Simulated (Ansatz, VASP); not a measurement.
# P (linear P chain) in two plane-wave programs

One calculation is typed for both programs; each brings its own data sets. How far apart do they land? The cell is taken from a series of runs on this material, whose earlier steps may have relaxed, scaled, displaced or heated it; both programs get it as it stands.

Program: Ansatz 0.2.0. Level of theory: plane waves, with VASP 6.6.1 beside it; PBE. Results are calculated unless marked as measured.

### 1. The structure

The cell holds 1 atom: 1 P. Its edges and angles: a = 7.500 Å, b = 7.500 Å, c = 1.848 Å, α = 90.0°, β = 90.0°, γ = 90.0°. Vacuum lies along a and b. The structure's axis is c.

Coordinates:

```xyz
1
Lattice="7.5000 0.0000 0.0000 0.0000 7.5000 0.0000 0.0000 0.0000 1.8480" Properties=species:S:1:pos:R:3
P     3.7500    3.7500    0.0000
```

### 2. VASP: single point, PBE, pair 1

With cell and atoms fixed, the geometry can't cause a difference; cores, projectors, grids and the points listed under the comparison can.

Lines of VASP's logs that name or quote its potential files are left out, and so is its time.

Contents of INCAR:

```
SYSTEM = P
PREC = Accurate
ENCUT = 500
EDIFF = 1E-06
NELM = 200
ISMEAR = -1
SIGMA = 0.05
LREAL = .FALSE.
ALGO = Normal
GGA = PE
NBANDS = 9
ISPIN = 2
MAGMOM = 0
LORBIT = 11
LWAVE = .FALSE.
LCHARG = .FALSE.
ISIF = 2
LASPH = .TRUE.
GGA_COMPAT = .FALSE.
```

Contents of POSCAR:

```
P
1.0
    7.5000000000      0.0000000000      0.0000000000
    0.0000000000      7.5000000000      0.0000000000
    0.0000000000      0.0000000000      1.8479649966
P
1
Direct
    0.5000000000      0.5000000000      0.0000000000
```

Contents of KPOINTS:

```
Automatic mesh
0
Gamma
1 1 44
0 0 0
```

Potentials, in the order of the species: P (PBE family, release 64).

Launch:

```
$ mpirun -np 1 vasp_std
```

Numbers of over 12 decimals in the logs are rounded to 6 here.

The log of the run:

```text
[banner, memory and clock lines left out]
running    1 mpi-ranks, on    1 nodes
 distrk:  each k-point on    1 cores,    1 groups
 distr:  one band on    1 cores,    1 groups

 POSCAR found type information on POSCAR P
 POSCAR found :  1 types and       1 ions
 LDA part: xc-table for (Slater+PW92), standard interpolation
 POSCAR, INCAR and KPOINTS ok, starting setup
 FFT: planning ... GRIDC
 FFT: planning ... GRID_SOFT
 FFT: planning ... GRID
 WAVECAR not read
 entering main loop
       N       E                     dE             d eps       ncg     rms          rms(c)
DAV:   1     0.225833927273E+02    0.22583E+02   -0.16898E+03   828   0.325E+02
DAV:   2    -0.236478631647E+01   -0.24948E+02   -0.20891E+02  1063   0.621E+01
DAV:   3    -0.377501331959E+01   -0.14102E+01   -0.14019E+01  1138   0.194E+01
DAV:   4    -0.378316428389E+01   -0.81510E-02   -0.81492E-02  1115   0.174E+00
DAV:   5    -0.378323358634E+01   -0.69302E-04   -0.69302E-04  1176   0.148E-01    0.815E+00
DAV:   6    -0.358271279279E+01    0.20052E+00   -0.22146E-01  1085   0.189E+00    0.471E+00
DAV:   7    -0.351066354154E+01    0.72049E-01   -0.30373E-01  1129   0.222E+00    0.627E-01
DAV:   8    -0.350841241178E+01    0.22511E-02   -0.96629E-03   924   0.545E-01    0.220E-01
DAV:   9    -0.350860555248E+01   -0.19314E-03   -0.16250E-03   873   0.190E-01    0.165E-01
DAV:  10    -0.350900748529E+01   -0.40193E-03   -0.15383E-04   856   0.710E-02    0.464E-02
DAV:  11    -0.350952331141E+01   -0.51583E-03   -0.29947E-04   839   0.717E-02    0.886E-02
DAV:  12    -0.350963515835E+01   -0.11185E-03   -0.16037E-05  1003   0.218E-02    0.232E-02
DAV:  13    -0.350983377646E+01   -0.19862E-03   -0.94518E-06   918   0.177E-02    0.197E-02
DAV:  14    -0.350985985047E+01   -0.26074E-04   -0.47352E-07   932   0.415E-03    0.371E-03
DAV:  15    -0.350988751108E+01   -0.27661E-04   -0.12375E-06   910   0.542E-03    0.672E-03
DAV:  16    -0.350989572663E+01   -0.82155E-05   -0.56751E-07   896   0.331E-03    0.545E-04
DAV:  17    -0.350989593933E+01   -0.21270E-06   -0.57773E-09  1232   0.423E-04
   1 F= -.35098959E+01 E0= -.35071080E+01  d E =-.557585E-02  mag=    -0.0000
```

OUTCAR, selected parts (step 2):

```text
ion  position               nearest neighbor table
   1  0.500  0.500  0.000-

  LATTYP: Found a simple tetragonal cell.
 ALAT       =     7.5000000000
 C/A-ratio  =     0.2463953329

 Subroutine GETGRP returns: Found 16 space group operations
 (whereof 16 operations were pure point group operations)

The static configuration has the point symmetry D_4h.

 Found     23 irreducible k-points:

   k-points           NKPTS =     23   k-points in BZ     NKDIM =     23   number of bands    NBANDS=      9

   dimension x,y,z NGX =    56 NGY =   56 NGZ =   14
   dimension x,y,z NGXF=   112 NGYF=  112 NGZF=   28

   ENCUT  =  500.0 eV  36.75 Ry    6.06 a.u.  13.67 13.67  3.37*2*pi/ulx,y,z

   NELECT =       5.0000    total number of electrons

 k-points in reciprocal lattice and weights: Automatic mesh
   0.00000000  0.00000000  0.00000000       0.023
   0.00000000  0.00000000  0.02272727       0.045
   0.00000000  0.00000000  0.04545455       0.045
   0.00000000  0.00000000  0.06818182       0.045
   0.00000000  0.00000000  0.09090909       0.045
   0.00000000  0.00000000  0.11363636       0.045
   0.00000000  0.00000000  0.13636364       0.045
   0.00000000  0.00000000  0.15909091       0.045
   0.00000000  0.00000000  0.18181818       0.045
[...]
0.00000000  0.00000000  0.47727273       0.045
   0.00000000  0.00000000  0.50000000       0.023

 average (electrostatic) potential at core
       1 -91.8182

 E-fermi :  -3.0279

 spin component 1
 k-point     1 :       0.0000    0.0000    0.0000
  band No.  band energies     occupation
      1     -17.6856      1.00000
      2      -7.0656      1.00000
      3      -7.0656      1.00000
      4       0.1252      0.00000
      5       1.8881      0.00000
      6       2.7165      0.00000
      7       3.5900      0.00000
      8       3.5900      0.00000
    ...

 k-point     2 :       0.0000    0.0000    0.0227
  band No.  band energies     occupation
      1     -17.6650      1.00000
      2      -7.0453      1.00000
      3      -7.0453      1.00000
      4       0.1457      0.00000
      5       1.9107      0.00000
      6       2.7390      0.00000
      7       3.6124      0.00000
      8       3.6124      0.00000
    ...

 k-point     3 :       0.0000    0.0000    0.0455
  band No.  band energies     occupation
      1     -17.6031      1.00000
      2      -6.9843      1.00000
      3      -6.9843      1.00000
      4       0.2069      0.00000
      5       1.9785      0.00000
      6       2.8065      0.00000
      7       3.6795      0.00000
      8       3.6795      0.00000
    ...

 k-point     4 :       0.0000    0.0000    0.0682
  band No.  band energies     occupation
      1     -17.5002      1.00000
      2      -6.8827      1.00000
      3      -6.8827      1.00000
      4       0.3083      0.00000
      5       2.0916      0.00000
      6       2.9189      0.00000
      7       3.7914      0.00000
      8       3.7914      0.00000
    ...

 k-point     5 :       0.0000    0.0000    0.0909
  band No.  band energies     occupation
      1     -17.3565      1.00000
      2      -6.7405      1.00000
      3      -6.7405      1.00000
      4       0.4484      0.00000
      5       2.2499      0.00000
      6       3.0763      0.00000
      7       3.9481      0.00000
      8       3.9481      0.00000
    ...

 k-point     6 :       0.0000    0.0000    0.1136
  band No.  band energies     occupation
      1     -17.1724      1.00000
      2      -6.5576      1.00000
      3      -6.5576      1.00000
      4       0.6248      0.00000
      5       2.4534      0.00000
      6       3.2787      0.00000
      7       4.1495      0.00000
      8       4.1495      0.00000
    ...

  Total        0.0445168      0.0445168     12.2945823      0.0000000      0.0000000     -0.0000000
  in kB        0.6861494      0.6861494    189.4995113      0.0000000      0.0000000     -0.0000000
  external PRESSURE =      63.6239367 kB  Pullay stress =       0.0000000 kB

  energy-cutoff  :      500.00
  volume of cell :      103.95
      direct lattice vectors                 reciprocal lattice vectors
     7.500000000  0.000000000  0.000000000     0.133333333  0.000000000  0.000000000
     0.000000000  7.500000000  0.000000000     0.000000000  0.133333333  0.000000000
     0.000000000  0.000000000  1.847964997     0.000000000  0.000000000  0.541135791

 POSITION                                       TOTAL-FORCE (eV/Angst)
 -----------------------------------------------------------------------------------
      3.75000      3.75000      0.00000         0.000000      0.000000      0.000000
 -----------------------------------------------------------------------------------
    total drift:                                0.000000     -0.000000     -0.000000

  FREE ENERGIE OF THE ION-ELECTRON SYSTEM (eV)
  ---------------------------------------------------
  free  energy   TOTEN  =        -3.5098959393 eV

  energy  without entropy=       -3.5043200913  energy(sigma->0) =       -3.50710802

 total charge
# of ion       s       p       d       tot
------------------------------------------
    1        1.093   1.590   0.000   2.683

 magnetization (x)
# of ion       s       p       d       tot
------------------------------------------
    1        0.000  -0.000   0.000   0.000

[... 5 further parts left out ...]
```

This run allows spin, but its moments start at zero, where symmetry between the spins tends to hold them. Its electron count is odd, so without a moment it is a metal by construction.

### 3. Ansatz: single point, PBE, pair 1

Ansatz runs on its default PAW (the set named soft_2) files.

The same cell, functional, mesh and smearing now go to Ansatz, which takes its cutoff from its data sets.

Contents of input.yaml:

```yaml
crystal:
  lattice:
    - [7.5, 0.0, 0.0]
    - [0.0, 7.5, 0.0]
    - [0.0, 0.0, 1.8479649966]
  atoms:
    - { symbol: P, position: [0.5, 0.5, 0.0], spin: 0.3 }
magnetization:
  spin_polarized: true
kpoints:
  mp_grid: { grid: [1, 1, 44] }
scf:
  occupations: { method: fermi_dirac, width: 0.05 }
hamiltonian:
  xc: pbe
output:
  transmission:
    e_range: [-2, 2]
    de: 0.035
    kmesh: [1, 1]
    reduced_basis: true
    leads: [[0, 0]]
  stress: true
```

Launch:

```
$ ansatz run input.yaml --threads 4 --pin off --max-ram 8192MiB --backend cpu --events-out ev --progress --plain --runs-dir out
```

The log of the run:

```text
Engine: ansatz 0.2.0, aarch64-unknown-linux-gnu
Pseudopotentials: kind: paw
Pseudopotential: P, paw, valence charge 5, recommended cutoff 420 eV (normal), P.paw.azcp
Functional definition: PBE
  parameter kappa = 0.804
  parameter beta = 0.066725
  exchange = pbe_x(kappa = kappa, mu = beta*pi^2/3)
  correlation = pbe_c(beta = beta)
Crystal: 1 atoms, lattice volume = 103.948 Å³
Basis set: ecut = 420 eV, 2007 PW (Γ)
Bands: 7, of which v1, the nominal top of the filled ones, is band 3 counted from 1 (2 counted from 0)
Symmetry: 16 space group operations
Space group: P4/mmm (ITA 123), of the structure as read, at distance tolerance 4.7e-5 Å
Magnetic group: BNS 123.339 (UNI 999), of the structure as read, at distance tolerance 4.7e-5 Å
k-points: 23 of 44
Non-local potential: P, projectors of the file, l = 0: 2, l = 1: 2, l = 2: 2
PAW form: soft (Blöchl's): semilocal exchange-correlation on the pseudo side does not see the compensation charge
PAW one-centre angular grid: P, 110 points (default); XC on 64 Gauss nodes
Initial density: superposition of atomic densities (neutral atoms: chi_scale 0, normalization atom)
Starting moments: Σ|m| = 0.3 μB on 1 of 1 site
Initial wavefunctions: pseudopotential atomic-orbital guess
Functional: x = pbe(κ = 0.804, μ = 0.219515), c = pbe(β = 0.066725)
SCF iter   1: F=—  HF=-754.025963 eV  |F-HF|=—  |Δ(HF+E_count)|=         —  Δρ=1.16e-2 (↑8.12e-3 ↓1.16e-2)  dr2=5.46e-1  dr2_m=1.02e-2  M=0.073 μB ∫|m|=0.073 μB  β_m=0.30  ethr=3.10e-3  ⟨swp⟩=7.2  Hψ=3673  notcnv=0
preconditioner: auto → none  [insulator: Δε(μ)=0.286 eV  Ē_g=10.572 eV  σ=0.050 eV  W_gap=0.65  n_scr=8 (ndim 8)  ℏωp=7.0 eV  f_vac=0.594  D(μ)=0.62/eV (n_scr^D=4)  ε∞_Penn≈1.4]
SCF iter   2: F=—  HF=-753.851054 eV  |F-HF|=—  |Δ(HF+E_count)|=   1.75e-1  Δρ=7.11e-3 (↑4.75e-3 ↓7.11e-3)  dr2=1.52e-1  dr2_m=7.14e-3  M=0.045 μB ∫|m|=0.045 μB  β_m=0.30  ethr=3.10e-3  ⟨swp⟩=3.2  Hψ=956  notcnv=0  defer=7
preconditioner: auto → LDOS  [metal: Δε(μ)=0.229 eV  Ē_g=10.397 eV  σ=0.050 eV  W_gap=0.50  n_scr=8 (ndim 8)  ℏωp=7.1 eV  f_vac=0.618  D(μ)=0.49/eV (n_scr^D=4)]
spin=Collinear: LDOS preconditioning applied to the charge; magnetization (m = ρ↑ − ρ↓) channel mixes plain (no charge-response kernel on spin).
SCF iter   3: F=—  HF=-753.791766 eV  |F-HF|=—  |Δ(HF+E_count)|=   5.93e-2  Δρ=2.53e-3 (↑2.53e-3 ↓2.08e-3)  dr2=4.77e-3  dr2_m=3.71e-3  M=0.041 μB ∫|m|=0.041 μB  β_m=0.30  ethr=3.03e-3  ⟨swp⟩=3.0  Hψ=664  notcnv=0  defer=8
SCF iter   4: F=—  HF=-753.792785 eV  |F-HF|=—  |Δ(HF+E_count)|=   1.02e-3  Δρ=1.72e-3 (↑1.31e-3 ↓1.72e-3)  dr2=1.13e-3  dr2_m=2.02e-3  M=0.036 μB ∫|m|=0.036 μB  β_m=0.30  ethr=9.53e-5  ⟨swp⟩=3.3  Hψ=774  notcnv=0  defer=12
SCF iter   5: F=—  HF=-753.793537 eV  |F-HF|=—  |Δ(HF+E_count)|=   7.53e-4  Δρ=1.10e-3 (↑1.10e-3 ↓1.09e-3)  dr2=5.84e-6  dr2_m=1.13e-3  M=0.031 μB ∫|m|=0.031 μB  β_m=0.30  ethr=2.25e-5  ⟨swp⟩=2.5  Hψ=446  notcnv=0  defer=12
SCF iter   6: F=—  HF=-753.794267 eV  |F-HF|=—  |Δ(HF+E_count)|=   7.30e-4  Δρ=8.40e-4 (↑8.28e-4 ↓8.40e-4)  dr2=1.50e-6  dr2_m=6.63e-4  M=0.026 μB ∫|m|=0.026 μB  β_m=0.30  ethr=1.17e-7  ⟨swp⟩=2.4  Hψ=457  notcnv=0  defer=12
SCF iter   7: F=—  HF=-753.794697 eV  |F-HF|=—  |Δ(HF+E_count)|=   4.30e-4  Δρ=6.47e-4 (↑6.47e-4 ↓6.46e-4)  dr2=2.52e-8  dr2_m=3.98e-4  M=0.022 μB ∫|m|=0.022 μB  β_m=0.30  ethr=2.00e-9  ⟨swp⟩=7.9  Hψ=2562  notcnv=0
Mixer restart at iter 7: flushing history
spin-set hold released at iteration 7 (site moments contracting): the magnetisation degrees of freedom join the quasi-Newton model from the next iteration; the mixer history was flushed
SCF iter   8: F=—  HF=-753.794956 eV  |F-HF|=—  |Δ(HF+E_count)|=   2.59e-4  Δρ=5.07e-4 (↑5.07e-4 ↓5.06e-4)  dr2=1.21e-8  dr2_m=2.44e-4  M=0.018 μB ∫|m|=0.018 μB  β_m=0.61  ethr=5.04e-10  ⟨swp⟩=7.5  Hψ=1954  notcnv=0
SCF iter   9: F=—  HF=-753.795402 eV  |F-HF|=—  |Δ(HF+E_count)|=   4.45e-4  Δρ=7.65e-5 (↑7.62e-5 ↓7.65e-5)  dr2=2.97e-10  dr2_m=5.55e-6  M=0.003 μB ∫|m|=0.004 μB  β_m=0.82  ethr=2.42e-10  ⟨swp⟩=9.9  Hψ=2287  notcnv=0
SCF iter  10: F=—  HF=-753.795415 eV  |F-HF|=—  |Δ(HF+E_count)|=   1.39e-5  Δρ=1.75e-5 (↑1.75e-5 ↓1.75e-5)  dr2=3.81e-11  dr2_m=2.91e-7  M=0.001 μB ∫|m|=0.001 μB  β_m=0.91  ethr=5.94e-12  ⟨swp⟩=7.5  Hψ=1935  notcnv=0
SCF iter  11: F=—  HF=-753.795416 eV  |F-HF|=—  |Δ(HF+E_count)|=   7.01e-7  Δρ=9.29e-7 (↑9.05e-7 ↓9.29e-7)  dr2=9.26e-12  dr2_m=7.98e-10  M=-0.000 μB ∫|m|=0.000 μB  β_m=0.96  ethr=1.00e-12  ⟨swp⟩=7.0  Hψ=1809  notcnv=0
SCF iter  12: F=-753.795416 eV  HF=-753.795416 eV  |F-HF|=5.12e-12  |Δ(HF+E_count)|=   1.53e-9  Δρ=6.96e-8 (↑6.96e-8 ↓5.94e-8)  dr2=1.20e-12  dr2_m=3.66e-12  M=0.000 μB ∫|m|=0.000 μB  ethr=1.00e-12  ⟨swp⟩=3.0  Hψ=665  notcnv=0
SCF 1 converged in 12 iterations: F = -753.795416 eV  dr2 = 1.20e-12
  greatest PAW one-centre occupation: 0.817 electrons in one spin orbital (limit 2), on the P atom at site 0 (counted from 0), in its partial waves of l = 0
WARN: the starting moments were not kept: the SCF closed with an absolute magnetisation of 2.5e-6 μB, where they sum to 0.3 μB in size (1 site). That is at most 0.1 of that sum. Measured as dr2_m measures the in/out step, that magnetisation stands 1.3e-12 eV from none, at or under the dr2_threshold of 1.0e-7 eV: it is no larger than a step whose dr2_m would equal this threshold. The system may hold no moment; this SC [...]
transmission: 6 of 36 steps passed
transmission: 9 of 36 steps passed
[...]
transmission: 36 of 36 steps passed
SCF converged after 12 iterations
Magnetization: 0.0000 μB (2.5000 up, 2.5000 down)
Absolute magnetization: 0.0000 μB (∫|ρ↑−ρ↓|, with the PAW one-centre terms)
Spin contamination: 0.0000 ħ² per cell (⟨S²⟩ above its minimum at these occupations)
Per-site moments (μB) at R_I (Å): [(6.898717792361061e-7, 0.762286)]
Free energy (F): -753.795416 eV
Harris-Foulkes:  -753.795416 eV  (|F-HF|=5.12e-12)
Internal energy: -753.789977 eV  (E = F + TS)
E sigma→0 (E₀):  -753.792697 eV
Entropy (-TS):   -0.005439 eV (-5.439 meV/atom)
Fermi energy:    -2.832893 eV
--- Per-component energies (eV) ---
  E_band       = -44.918361
  E_kinetic    = 74.160518
  E_local      = -368.123493  (includes V_loc(G=0)·N_el)
  E_nonlocal   = 35.764304
  E_hartree    = 141.198588
  E_xc         = -62.017358
  E_vxc        = -61.251279  (∫ρ·V_xc dr)
  E_paw        = -569.776505  (= ΣΔE_a)
  E_vpaw       = -7.865580  (= ΣTr[D̂ρ^β])
  E_aug_tail   = 0.000003  (compensation charges beyond the density's cutoff)
  E_ewald      = -4.996034
  E_smearing   = -0.005439  (= −TS)
  E_closure    = 0.000000  (closes the sum)
  Σ components = -753.795416   (vs F -753.795416, Δ=0.00e0)
--- Stress (GPa, compression-positive) ---
        0.076345       0.000000       0.000000
        0.000000       0.076345       0.000000
        0.000000       0.000000      19.355786
  P = ⅓ Tr σ = 6.5028 GPa (65.028 kbar)
--- Band table (eV; the first three rows and the last of 46) ---
  k-point 0 ↑: bands = ["-17.4865", "-6.8700", "-6.8700", "0.3117", "2.0725", "2.8993", "3.7793"]
  k-point 1 ↑: bands = ["-17.4661", "-6.8496", "-6.8496", "0.3321", "2.0951", "2.9218", "3.8017"]
  k-point 2 ↑: bands = ["-17.4048", "-6.7886", "-6.7886", "0.3932", "2.1628", "2.9891", "3.8688"]
  k-point 22 ↓: bands = ["-10.1392", "-4.7901", "2.3346", "2.3346", "3.6530", "3.6530", "11.1279"]
--- Transmission ---
  basis      : 497 plane waves across, 3 finite elements along
  points     : 1, standing for a mesh of 1 x 1
  filling    : by the input's occupations and mesh, since the crystals that have channels conduct as metals do. If one of these is a semiconductor, that mesh has misplaced its level
  energies   : 115 from -2.000000 to 1.990000 eV about the Fermi level, 0.035000 eV apart; the leads are filled to 0.000000 eV, and channels, transmission and decay are at -0.005000 eV
  crystal 0  : P1, at the sites [0, 0], period 1.8480 Å: whole cells are its period
    offset         : up to 0.0000 Å between an atom of the period and one for which it stands
    filled         : 108.8 meV under the level at which it is neutral
    channels       : 3.000000e0 up, 3.000000e0 down
    conductance    : 4.1323e14 S/m² at 300 K; may be off by some 0.0 % by where its bands' edges are placed, 0.0 % from the distance to neutral
```

### 4. Comparison

Known differences besides the potentials themselves: the cutoff is 420 eV in Ansatz and 500 eV in VASP. Total energies have different zeros and are not compared.

Compared:

```csv
quantity,Ansatz,VASP,difference
pressure (GPa),6.50,6.36,+0.14
```

### 5. Ansatz: single point, PBE, pair 2

A single point takes one fixed geometry, so differences don't come from the geometry; what else differs is listed under the comparison. The cell compared in this pair holds 108.67 Å³, against 103.95 Å³ for the pair before.

The cell is taken from a series of runs on this material, whose earlier steps may have relaxed, scaled, displaced or heated it; both programs get it as it stands.

input.yaml, as its differences from that of step 3:

```diff
@@ -4,3 +4,3 @@
     - [0.0, 7.5, 0.0]
-    - [0.0, 0.0, 1.8479649966]
+    - [0.0, 0.0, 1.9319634055]
   atoms:
@@ -10,3 +10,3 @@
 kpoints:
-  mp_grid: { grid: [1, 1, 44] }
+  mp_grid: { grid: [1, 1, 42] }
 scf:
```

The log of the run:

```text
[...]
Crystal: 1 atoms, lattice volume = 108.673 Å³
Basis set: ecut = 420 eV, 2095 PW (Γ)
Bands: 7, of which v1, the nominal top of the filled ones, is band 3 counted from 1 (2 counted from 0)
Symmetry: 16 space group operations
[...]
k-points: 22 of 42
[...]
Starting moments: Σ|m| = 0.3 μB on 1 of 1 site
[...]
--- Transmission ---
  basis      : 497 plane waves across, 3 finite elements along
  points     : 1, standing for a mesh of 1 x 1
[...]
crystal 0  : P1, at the sites [0, 0], period 1.9320 Å: whole cells are its period
[...]
filled         : 45.6 meV under the level at which it is neutral
    channels       : 3.000000e0 up, 3.000000e0 down
[...]
[key lines of the parts left out:]
SCF converged after 15 iterations
Magnetization: -0.0000 μB (2.5000 up, 2.5000 down)
Free energy (F): -754.223463 eV
Fermi energy:    -3.115786 eV
P = ⅓ Tr σ = 3.4360 GPa (34.360 kbar)
```

(Part 1 of 2 ends here.)

[Lines on the potential files, build, host, timing and source positions are cut from VASP's logs without a mark.]

[Logs are printed without paths, hosts, clocks, repeated set-up lines and the standing remarks that a program may print on its own settings, such as how far it seeks lower states.]

[Hosts, paths, dates, database ids (printed as entryN), source tags and the programs' standing remarks are cut or masked in the printed files.]
